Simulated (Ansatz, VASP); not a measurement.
## MgS (Niningerite): VASP beside Ansatz

Contents of INCAR:

```
SYSTEM = MgS
PREC     = Accurate       ! precision mode
ENCUT    = 520            ! plane-wave cutoff, eV
EDIFF    = 1E-7           ! SCF threshold, eV
ISMEAR   = -1             ! smearing method
SIGMA    = 0.05           ! smearing width, eV
LREAL    = .FALSE.        ! projectors in reciprocal space
LASPH    = .TRUE.         ! aspherical terms in the spheres
NELM     = 100            ! most SCF steps
ALGO     = Normal         ! electronic algorithm
ISIF     = 2              ! what is computed and relaxed
LWAVE    = .FALSE.        ! write WAVECAR
LCHARG   = .FALSE.        ! write CHGCAR
GGA      = PE             ! functional
NBANDS   = 11             ! bands
```

KPOINTS

```
Automatic mesh
0
G
  9 9 9
  0 0 0
```

The input POSCAR:

```
MgS
1.0
    0.0000000000      2.5664882573      2.5664882573
    2.5664882573      0.0000000000      2.5664882573
    2.5664882573      2.5664882573      0.0000000000
S Mg
1 1
Direct
    0.5000000000      0.5000000000      0.5000000000
    0.0000000000      0.0000000000      0.0000000000
```

input.yaml

```yaml
crystal:
  lattice:
    - [0.0, 2.5664882573, 2.5664882573]
    - [2.5664882573, 0.0, 2.5664882573]
    - [2.5664882573, 2.5664882573, 0.0]
  atoms:
    - { symbol: S, position: [0.5, 0.5, 0.5] }
    - { symbol: Mg, position: [0.0, 0.0, 0.0] }
hamiltonian:
  xc: pbe
  pseudopotentials: { kind: paw }
kpoints:
  mp_grid: { grid: [9, 9, 9] }
scf:
  occupations: { method: fermi_dirac, width: 0.05 }
output:
  forces: true
  stress: true
  eigenvalues: true
```

Change from the starting cell: volume scaled by 0.96.

Alike in both runs: task single point; functional PBE; k mesh 9 × 9 × 9; occupations fermi-dirac, width 0.05 eV; no spin polarisation.

|  | VASP | Ansatz |
| --- | --- | --- |
| version | VASP 6.6.1 | Ansatz 0.2.0 |
| potentials or method | VASP PAW PBE potentials, release 64 (S, Mg) | Ansatz PAW |
| plane-wave cutoff (eV) | 520 | 420 |
| valence electrons in the cell | 8 | 16 |

```csv
,VASP,Ansatz,Ansatz less VASP
gap on the k mesh at the Fermi level (eV),3.00,3.01,+0.012
least direct gap on the mesh (eV),4.04,4.05,+0.010
pressure (GPa),4.3,4.6,+0.32
```

The two sets of potentials don't hold the same shells in valence.

Caveats: an odd mesh through Γ misses points on the zone boundary, where band edges often lie (VASP); odd divisions of the mesh miss points on the zone boundary, where band edges often lie, so the gap on the mesh can be too wide (Ansatz).
